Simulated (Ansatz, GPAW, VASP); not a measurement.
# Be: 3 runs at one level of theory

```
Be
1.0
     2.28530    0.00000    0.00000
    -1.14265    1.97913    0.00000
     0.00000    0.00000    3.58420
Be
2
Cartesian
  1.1427 0.6597 2.6882
  0.0000 1.3194 0.8961
```

Alike in all runs: task single point; functional RPBE; k mesh 13 × 13 × 8; occupations gaussian, width 0.02 eV; no spin polarisation; no spin-orbit coupling. Pressure is positive in compression and, in plane waves, holds the error of the finite cutoff.

```csv
program and potentials,plane-wave cutoff (eV),notes,pressure (GPa)
"Ansatz, all-electron LAPW, scalar-relativistic",-,-,0.22
"GPAW, the program's PAW data sets (release 1.2.1) made for this functional",800,-,1.94
"VASP, PBE PAW files Be, 520 eV",520,potentials made for PBE,0.24
```

The pressure spans 0.22 (Ansatz, all-electron LAPW, scalar-relativistic) to 1.94 GPa (GPAW, the program's PAW data sets (release 1.2.1) made for this functional), with all-electron results at 0.22.

Differences between rows come from potentials, basis sets and numerical settings, since the functional is the same but for its coding. Runs on potential files found faulty are left out.
